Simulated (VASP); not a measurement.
Runs of VASP 6.6.1 on Rb. The structure is hexagonal, space group P6_3/mmc (No. 194). Conventional cell: a = 5.105 Å, b = 5.105 Å, c = 16.673 Å, α = 90.00°, β = 90.00°, γ = 120.00°. This isn't the form of Rb at room conditions, which is bcc.

```tsv
cell	k mesh	further INCAR settings	gap on the mesh (eV)	pressure (GPa)
P6_3/mmc, 94.07 Å³/atom	8 × 8 × 3	ALGO = Fast; EDIFF = 1e-07; NBANDS = 26	none	(a)
P6_3/mmc, 87.1 Å³/atom	10 × 10 × 3	ALGO = Fast; EDIFF = 1e-06; NBANDS = 26	none	0.0
P6_3/mmc, 87.1 Å³/atom	8 × 8 × 3	ALGO = Fast; EDIFF = 1e-06; NBANDS = 26	none	0.0
P6_3/mmc, 80.14 Å³/atom	8 × 8 × 3	ALGO = Fast; EDIFF = 1e-07; NBANDS = 26	none	0.3
```

Alike in all rows: task single point; level PBEsol; potentials or basis VASP PAW PBE potentials, release 64 (Rb_sv); no spin polarisation; cutoff (eV) 520; smearing fermi-dirac 0.1 eV.

Task: Fill in the values left out.

Result: (a) -0.2.

Caveats: the PAW data sets were made with another functional, which shifts forces and pressure a little.

A k mesh can miss the band edges, and the runs leave out spin-orbit coupling on Rb.

A gap of «none» marks a metal or a gap under the smearing width.
